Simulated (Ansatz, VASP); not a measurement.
One calculation of PbS, two programs

File INCAR:

```
PREC = Accurate ; ENCUT = 520
EDIFF = 1E-7 ; ISMEAR = 0
SIGMA = 0.02 ; LREAL = False
LASPH = True ; NELM = 100
ALGO = Normal ; ISIF = 2
LWAVE = False ; LCHARG = False
GGA = PS ; NBANDS = 28
```

The input KPOINTS:

```
Automatic mesh
0
Gamma
  8 8 6
```

File POSCAR:

```
PbS
1.0
    2.0911547307     -6.0791355610     -0.0078281974
    2.0786928332      6.0748092594      0.0028363110
   -0.0051351851      0.0038085956      4.3669614329
Pb S
2 2
Direct
    0.8155753024      0.0835185566      0.7642639453
    0.2070194298      0.9286326937      0.2355280777
    0.6601765611      0.3982670757      0.7691081719
    0.3172278721      0.5895825085      0.2310998051
```

Input for Ansatz:

```yaml
crystal:
  lattice:
    - [2.0911547307, -6.079135561, -0.0078281974]
    - [2.0786928332, 6.0748092594, 0.002836311]
    - [-0.0051351851, 0.0038085956, 4.3669614329]
  atoms:
    - { symbol: Pb, position: [0.8155753024, 0.0835185566, 0.7642639453] }
    - { symbol: Pb, position: [0.2070194298, 0.9286326937, 0.2355280777] }
    - { symbol: S, position: [0.6601765611, 0.3982670757, 0.7691081719] }
    - { symbol: S, position: [0.3172278721, 0.5895825085, 0.2310998051] }
basis:
  ecutwfc: 420
kpoints:
  mp_grid: { grid: [8, 8, 6] }
hamiltonian:
  xc: pbesol
scf:
  occupations: { method: gaussian, width: 0.02 }
output:
  forces: true
  stress: true
  eigenvalues: true
```

Change from the starting cell: all atoms moved at random, cell strained at random.

Alike in both runs: task single point; functional PBEsol; k mesh 8 × 8 × 6; occupations gaussian, width 0.02 eV; no spin polarisation.

|  | VASP | Ansatz |
| --- | --- | --- |
| version | VASP 6.6.1 | Ansatz 0.2.0 |
| potentials or method | VASP PAW PBE potentials, release 64 (Pb_d, S) | scalar-relativistic, plane waves, PAW |
| plane-wave cutoff (eV) | 520 | 420 |
| valence electrons in the cell | 40 | 40 |

```tsv
	VASP	Ansatz	Ansatz less VASP
gap on the k mesh at the Fermi level (eV)	0.76	0.76	-0.002
least direct gap on the mesh (eV)	0.92	0.92	-0.001
pressure (GPa)	-3.3	-3.3	+0.04
largest component of the traceless stress (GPa)	2.21	2.21	0.000
rms of the force components (eV/Å)	0.236	0.236	+0.0002
```

Atom by atom the forces differ by 0.002 eV/Å (rms over components).

Caveats: the PAW data sets were made with another functional, which shifts forces and pressure a little (VASP); spin-orbit coupling is left out, which as a rule narrows the gap of such compounds by several tenths of an eV. A k mesh can miss the band edges.
